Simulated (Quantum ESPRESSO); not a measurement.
# CdS (Hawleyite) (F-43m) in Quantum ESPRESSO: a series of runs

The runs below take CdS (Hawleyite) through single point, equation of state, with r2SCAN.

Program: Quantum ESPRESSO 7.5. These are calculated values, not measurements. Logs are shortened: lines on timing, memory, paths and dates and some standing lists are left out, and cuts for length are marked.

**1. The crystal as given**

Symmetry: F-43m, No. 216, cubic system. The conventional cell has a = 5.833 Å, b = 5.833 Å, c = 5.833 Å, α = 90.00°, β = 90.00°, γ = 90.00°. Cd (site symmetry -43m) has 4 S at 2.53 Å as nearest neighbours. S (site symmetry -43m) has 4 Cd at 2.53 Å as nearest neighbours.

**2. Single point, r2SCAN, 23.32 Å³/atom**

Input file pw.in:

```
&CONTROL
  calculation = 'scf'
  prefix = 'pwscf'
  outdir = './tmp'
  pseudo_dir = './pseudo'
  tprnfor = .true.
  tstress = .true.
  disk_io = 'nowf'
/
&SYSTEM
  ibrav = 0
  nat = 2
  ntyp = 2
  ecutwfc = 70
  nbnd = 20
  input_dft = 'r2scan'
  occupations = 'smearing'
  smearing = 'fd'
  degauss = 0.00367493
  nosym = .true.
  nr1 = 48
  nr2 = 48
  nr3 = 48
/
&ELECTRONS
  conv_thr = 1d-08
  electron_maxstep = 120
  mixing_beta = 0.5
/
ATOMIC_SPECIES
Cd   112.4140 Cd_ONCV_PBE-1.2.upf
S     32.0600 S_ONCV_PBE-1.2.upf
CELL_PARAMETERS angstrom
   0.0000000000    2.8569628861    2.8569628861
   2.8569628861    0.0000000000    2.8569628861
   2.8569628861    2.8569628861    0.0000000000
ATOMIC_POSITIONS crystal
Cd     0.0000000000    0.0000000000    0.0000000000
S      0.7500000000    0.7500000000    0.7500000000
K_POINTS automatic
6 6 6 0 0 0
```

Potentials or basis: SG15 PBE 1.2.

Launch:

```sh
> OMP_NUM_THREADS=1 mpirun -n 2 pw.x -nk 2 -in pw.in > pw.out
```

pw.out:

```text
This program is part of the open-source Quantum ESPRESSO suite
     for quantum simulation of materials; please cite
         "P. Giannozzi et al., J. Phys.:Condens. Matter 21 395502 (2009);
         "P. Giannozzi et al., J. Phys.:Condens. Matter 29 465901 (2017);
         "P. Giannozzi et al., J. Chem. Phys. 152 154105 (2020);
     in publications or presentations arising from this work. More details at

     IMPORTANT: XC functional enforced from input :
     Exchange-correlation= R2SCAN
                           (   0   0   0   0   0 497 498)
     Any further DFT definition will be discarded
     Please, verify this is what you really want

     K-points division:     npool     =       2
     Subspace diagonalization in iterative solution of the eigenvalue problem:
     a serial algorithm will be used

     G-vector sticks info
     --------------------
     sticks:   dense  smooth     PW     G-vecs:    dense   smooth      PW
     Sum        1135    1135    349                24933    24933    4111

     Using Slab Decomposition

     bravais-lattice index     =            0
     lattice parameter (alat)  =       7.6352  a.u.
     unit-cell volume          =     314.7316 (a.u.)^3
     number of atoms/cell      =            2
     number of atomic types    =            2
     number of electrons       =        26.00
     number of Kohn-Sham states=           20
     kinetic-energy cutoff     =      70.0000  Ry
     charge density cutoff     =     280.0000  Ry
     scf convergence threshold =      1.0E-08
     mixing beta               =       0.5000
     number of iterations used =            8  plain     mixing
     Exchange-correlation= R2SCAN
                           (   0   0   0   0   0 497 498)

     celldm(1)=   7.635166  celldm(2)=   0.000000  celldm(3)=   0.000000
     celldm(4)=   0.000000  celldm(5)=   0.000000  celldm(6)=   0.000000

     crystal axes: (cart. coord. in units of alat)
               a(1) = (   0.000000   0.707107   0.707107 )
               a(2) = (   0.707107   0.000000   0.707107 )
               a(3) = (   0.707107   0.707107   0.000000 )

     reciprocal axes: (cart. coord. in units 2 pi/alat)
               b(1) = ( -0.707107  0.707107  0.707107 )
               b(2) = (  0.707107 -0.707107  0.707107 )
               b(3) = (  0.707107  0.707107 -0.707107 )

     PseudoPot. # 1 for Cd read from file:
     Cd_ONCV_PBE-1.2.upf
     Pseudo is Norm-conserving, Zval = 20.0
     Generated using ONCVPSP code by D. R. Hamann
     Using radial grid of  602 points,  6 beta functions with:
                l(1) =   0
                l(2) =   0
                l(3) =   1
                l(4) =   1
                l(5) =   2
                l(6) =   2

     PseudoPot. # 2 for S  read from file:
     S_ONCV_PBE-1.2.upf
     Pseudo is Norm-conserving, Zval =  6.0
     Generated using ONCVPSP code by D. R. Hamann
     Using radial grid of  602 points,  4 beta functions with:
                l(1) =   0
                l(2) =   0
                l(3) =   1
                l(4) =   1

     atomic species   valence    mass     pseudopotential
     Cd               20.00   112.41400     Cd( 1.00)
     S                 6.00    32.06000     S ( 1.00)

     No symmetry found

   Cartesian axes

     site n.     atom                  positions (alat units)
         1        Cd     tau(   1) = (   0.0000000   0.0000000   0.0000000  )
         2        S      tau(   2) = (   1.0606602   1.0606602   1.0606602  )

     number of k points=   112  Fermi-Dirac smearing, width (Ry)=  0.0037

     Number of k-points >= 100: set verbosity='high' to print them.

     Dense  grid:    24933 G-vectors     FFT dimensions: (  48,  48,  48)

     WARNING: libxc functional with ID  497 depends
      on external parameters: check the user_guide of
      QE if you need to modify them or to check their
      default values.

     WARNING: libxc functional with ID  498 depends
      on external parameters: check the user_guide of
      QE if you need to modify them or to check their
      default values.

     Initial potential from superposition of free atoms

     starting charge      25.9552, renormalised to      26.0000
     Starting wfcs are random

     Self-consistent Calculation

     iteration #  1     ecut=    70.00 Ry     beta= 0.50
     Davidson diagonalization with overlap
     ethr =  1.00E-02,  avg # of iterations =  9.3

     total energy              =    -331.32486897 Ry
     estimated scf accuracy    <      16.90603504 Ry

     iteration #  2     ecut=    70.00 Ry     beta= 0.50
     Davidson diagonalization with overlap
     ethr =  1.00E-02,  avg # of iterations =  1.0

     total energy              =    -331.41567193 Ry
     estimated scf accuracy    <       3.46875055 Ry

     iteration #  3     ecut=    70.00 Ry     beta= 0.50
     Davidson diagonalization with overlap
     ethr =  1.00E-02,  avg # of iterations =  1.0

     total energy              =    -331.42389785 Ry
     estimated scf accuracy    <       0.08902333 Ry

     iteration #  4     ecut=    70.00 Ry     beta= 0.50
     Davidson diagonalization with overlap
     ethr =  3.42E-04,  avg # of iterations =  1.4

     total energy              =    -331.42477084 Ry
     estimated scf accuracy    <       0.00047929 Ry

     iteration #  5     ecut=    70.00 Ry     beta= 0.50
     Davidson diagonalization with overlap
     ethr =  1.84E-06,  avg # of iterations =  7.4

     total energy              =    -331.42487706 Ry
     estimated scf accuracy    <       0.00006281 Ry

     iteration #  6     ecut=    70.00 Ry     beta= 0.50
     Davidson diagonalization with overlap
     ethr =  2.42E-07,  avg # of iterations =  1.6

     total energy              =    -331.42488114 Ry
     estimated scf accuracy    <       0.00002558 Ry

     iteration #  7     ecut=    70.00 Ry     beta= 0.50
     Davidson diagonalization with overlap
     ethr =  9.84E-08,  avg # of iterations =  1.0

     total energy              =    -331.42488151 Ry
     estimated scf accuracy    <       0.00000316 Ry

     iteration #  8     ecut=    70.00 Ry     beta= 0.50
     Davidson diagonalization with overlap
     ethr =  1.22E-08,  avg # of iterations =  1.2

     total energy              =    -331.42488162 Ry
     estimated scf accuracy    <       0.00000005 Ry

     iteration #  9     ecut=    70.00 Ry     beta= 0.50
     Davidson diagonalization with overlap
     ethr =  1.79E-10,  avg # of iterations =  3.6

     End of self-consistent calculation

     Number of k-points >= 100: set verbosity='high' to print the bands.

     the Fermi energy is     9.2397 ev

!    total energy              =    -331.42488163 Ry
     estimated scf accuracy    <          6.4E-09 Ry
     smearing contrib. (-TS)   =      -0.00000000 Ry
     internal energy E=F+TS    =    -331.42488163 Ry

     The total energy is F=E-TS. E is the sum of the following terms:
     one-electron contribution =    -200.30376552 Ry
     hartree contribution      =     104.24077913 Ry
     xc contribution           =     -32.40632378 Ry
     ewald contribution        =    -202.95557146 Ry

     convergence has been achieved in   9 iterations

     Forces acting on atoms (cartesian axes, Ry/au):

     atom    1 type  1   force =    -0.00000029   -0.00000002    0.00000002
     atom    2 type  2   force =     0.00000029    0.00000002   -0.00000002

     Total force =     0.000000     Total SCF correction =     0.000001
     SCF correction compared to forces is large: reduce conv_thr to get better values

     Computing stress (Cartesian axis) and pressure

          total   stress  (Ry/bohr**3)                   (kbar)     P=       61.73
   0.00041966  -0.00000000   0.00000000           61.73       -0.00        0.00
  -0.00000000   0.00041966   0.00000000           -0.00       61.73        0.00
   0.00000000   0.00000000   0.00041966            0.00        0.00       61.73

=------------------------------------------------------------------------------=
   JOB DONE.
=------------------------------------------------------------------------------=
```

It took 3.3 min on 2 MPI ranks of Arm Neoverse V2, shared host; peak memory 0.28 GiB.

What came out:

| Property | Result |
| --- | --- |
| Free energy | -4509.2652 eV |
| Pressure | 6.2 GPa |
| Band gap on the k mesh | 1.57 eV, direct |

Caveat: the potentials were made for another functional, which shifts forces and pressure.

**3. Single point, r2SCAN, 23.82 Å³/atom**

Changes to pw.in since step 2:

```diff
@@ -33,5 +33,5 @@
 CELL_PARAMETERS angstrom
-   0.0000000000    2.8569628861    2.8569628861
-   2.8569628861    0.0000000000    2.8569628861
-   2.8569628861    2.8569628861    0.0000000000
+   0.0000000000    2.8770830059    2.8770830059
+   2.8770830059    0.0000000000    2.8770830059
+   2.8770830059    2.8770830059    0.0000000000
 ATOMIC_POSITIONS crystal
```

Potentials or basis: SG15 PBE 1.2.

Launch:

```sh
> OMP_NUM_THREADS=1 mpirun -n 2 pw.x -nk 2 -in pw.in > pw.out
```

Wall time 3.3 min (2 MPI ranks of Arm Neoverse V2, shared host); peak memory 0.28 GiB.

The run converged. Its results:

- Free energy: -4509.2981 eV
- Pressure: 4.4 GPa
- Band gap on the k mesh: 1.53 eV, direct

Caveat: the potentials were made for another functional, which shifts forces and pressure.

**4. Single point, r2SCAN, 24.31 Å³/atom**

Changes to pw.in since step 3:

```diff
@@ -33,5 +33,5 @@
 CELL_PARAMETERS angstrom
-   0.0000000000    2.8770830059    2.8770830059
-   2.8770830059    0.0000000000    2.8770830059
-   2.8770830059    2.8770830059    0.0000000000
+   0.0000000000    2.8969255847    2.8969255847
+   2.8969255847    0.0000000000    2.8969255847
+   2.8969255847    2.8969255847    0.0000000000
 ATOMIC_POSITIONS crystal
```

Launch:

```sh
> OMP_NUM_THREADS=1 mpirun -n 2 pw.x -nk 2 -in pw.in > pw.out
```

Wall time 3.3 min (2 MPI ranks of Arm Neoverse V2, shared host); peak memory 0.28 GiB.

Results (log left out):

- Free energy: -4509.3205 eV
- Pressure: 2.8 GPa
- Band gap on the k mesh: 1.48 eV, direct

Caveat: the potentials were made for another functional, which shifts forces and pressure.

**5. Single point, r2SCAN, 24.81 Å³/atom**

Changes to pw.in since step 4:

```diff
@@ -33,5 +33,5 @@
 CELL_PARAMETERS angstrom
-   0.0000000000    2.8969255847    2.8969255847
-   2.8969255847    0.0000000000    2.8969255847
-   2.8969255847    2.8969255847    0.0000000000
+   0.0000000000    2.9165000000    2.9165000000
+   2.9165000000    0.0000000000    2.9165000000
+   2.9165000000    2.9165000000    0.0000000000
 ATOMIC_POSITIONS crystal
```

Launch:

```sh
> OMP_NUM_THREADS=1 mpirun -n 2 pw.x -nk 2 -in pw.in > pw.out
```

It took 3.4 min on 2 MPI ranks of Arm Neoverse V2, shared host; peak memory 0.3 GiB.

Results (log left out):

```yaml
Free_energy: -4509.3336 eV
Pressure: 1.4 GPa
Band_gap_on_the_k_mesh: 1.44 eV, direct
```

Caveat: the potentials were made for another functional, which shifts forces and pressure.

**6. Single point, r2SCAN, 25.30 Å³/atom**

Changes to pw.in since step 5:

```diff
@@ -33,5 +33,5 @@
 CELL_PARAMETERS angstrom
-   0.0000000000    2.9165000000    2.9165000000
-   2.9165000000    0.0000000000    2.9165000000
-   2.9165000000    2.9165000000    0.0000000000
+   0.0000000000    2.9358151324    2.9358151324
+   2.9358151324    0.0000000000    2.9358151324
+   2.9358151324    2.9358151324    0.0000000000
 ATOMIC_POSITIONS crystal
```

Potentials or basis: SG15 PBE 1.2.

Launch:

```sh
> OMP_NUM_THREADS=1 mpirun -n 2 pw.x -nk 2 -in pw.in > pw.out
```

Wall time 3.6 min (2 MPI ranks of Arm Neoverse V2, shared host); peak memory 0.3 GiB.

It converged, with:

```
Free energy            : -4509.3383 eV
Pressure               : 0.1 GPa
Band gap on the k mesh : 1.39 eV, direct
```

Caveat: the potentials were made for another functional, which shifts forces and pressure.

**7. Single point, r2SCAN, 25.80 Å³/atom**

Changes to pw.in since step 6:

```diff
@@ -33,5 +33,5 @@
 CELL_PARAMETERS angstrom
-   0.0000000000    2.9358151324    2.9358151324
-   2.9358151324    0.0000000000    2.9358151324
-   2.9358151324    2.9358151324    0.0000000000
+   0.0000000000    2.9548794012    2.9548794012
+   2.9548794012    0.0000000000    2.9548794012
+   2.9548794012    2.9548794012    0.0000000000
 ATOMIC_POSITIONS crystal
```

Launch:

```sh
> OMP_NUM_THREADS=1 mpirun -n 2 pw.x -nk 2 -in pw.in > pw.out
```

It took 3.7 min on 2 MPI ranks of Arm Neoverse V2, shared host; peak memory 0.3 GiB.

Results (log left out):

- Free energy: -4509.3356 eV
- Pressure: -1.0 GPa
- Band gap on the k mesh: 1.35 eV, direct

Caveat: the potentials were made for another functional, which shifts forces and pressure.

**8. Single point, r2SCAN, 26.30 Å³/atom**

Changes to pw.in since step 7:

```diff
@@ -33,5 +33,5 @@
 CELL_PARAMETERS angstrom
-   0.0000000000    2.9548794012    2.9548794012
-   2.9548794012    0.0000000000    2.9548794012
-   2.9548794012    2.9548794012    0.0000000000
+   0.0000000000    2.9737007966    2.9737007966
+   2.9737007966    0.0000000000    2.9737007966
+   2.9737007966    2.9737007966    0.0000000000
 ATOMIC_POSITIONS crystal
```

Launch:

```sh
> OMP_NUM_THREADS=1 mpirun -n 2 pw.x -nk 2 -in pw.in > pw.out
```

Wall time 3.6 min (2 MPI ranks of Arm Neoverse V2, shared host); peak memory 0.3 GiB.

The run converged. Its results:

| Property | Result |
| --- | --- |
| Free energy | -4509.3260 eV |
| Pressure | -2.1 GPa |
| Band gap on the k mesh | 1.30 eV, direct |

Caveat: the potentials were made for another functional, which shifts forces and pressure.

**9. Equation of state, r2SCAN**

Potentials or basis: SG15 PBE 1.2.

No new run: the results of the series are fitted here.

What came out:

- Equilibrium volume: 25.36 Å³/atom
- Bulk modulus: 61 GPa
- Pressure derivative of the bulk modulus: 4.5

Energy against volume, from the lowest point:
```csv
volume (Å³/atom),energy (meV/atom)
23.319,36.55
23.815,20.13
24.312,8.92
24.808,2.37
25.304,0.00
25.800,1.38
26.296,6.14
```

Caveat: the potentials were made for another functional, which shifts forces and pressure.
